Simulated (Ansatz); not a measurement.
**Phases of Rb at -0.009 GPa**

Structure types of Rb are relaxed in primitive cells with their symmetry kept at -0.009 GPa, on PAW files; LAPW relaxes the small cells further and takes the PAW cell for the others (marked *). The enthalpy is E + pV at zero temperature, without zero-point motion. Only the types listed were tried, and differences under about 5 meV/atom are mesh noise. The real phase may be another.

Computed with Ansatz 0.2.0; functional PBE, scalar-relativistic. Settings: Fermi–Dirac smearing of 0.08 eV, no spin polarisation. Methods: LAPW: all electrons, basis error target 0.5 meV/atom; PAW: frozen-core files, cutoff 420 eV.

k meshes: fcc 9×9×9, bcc 10×10×10, hcp 9×9×5, diamond 7×7×7, hP4 6×6×4, omega 5×5×7.

Question: Which type is lowest in enthalpy, and by how much?

Answer: hcp, 2 meV/atom below fcc, which is within the noise of the k meshes. The whole table:

| start type | ends as | a, b, c (Å) | V (Å³/atom) | H − H(lowest), LAPW (meV/atom) | same, PAW |
| --- | --- | --- | --- | --- | --- |
| fcc | fcc, Fm-3m | 7.158, 7.158, 7.158 | 91.69 | 1.6 | 1.6 |
| bcc | bcc, Im-3m | 5.681, 5.681, 5.681 | 91.69 | 5.1 | 5.1 |
| hcp | hcp, P6_3/mmc | 5.046, 5.046, 8.328 | 91.81 | 0.0 | 0.0 |
| diamond | diamond, Fd-3m | 10.445, 10.445, 10.445 | 142.46 | 261.1 | 261.0 |
| hP4* | dhcp, P6_3/mmc | 5.110, 5.110, 16.296 | 92.14 | 6.4 | 6.4 |
| omega | omega, P6/mmm | 8.121, 8.121, 4.836 | 92.06 | 8.0 | 7.9 |
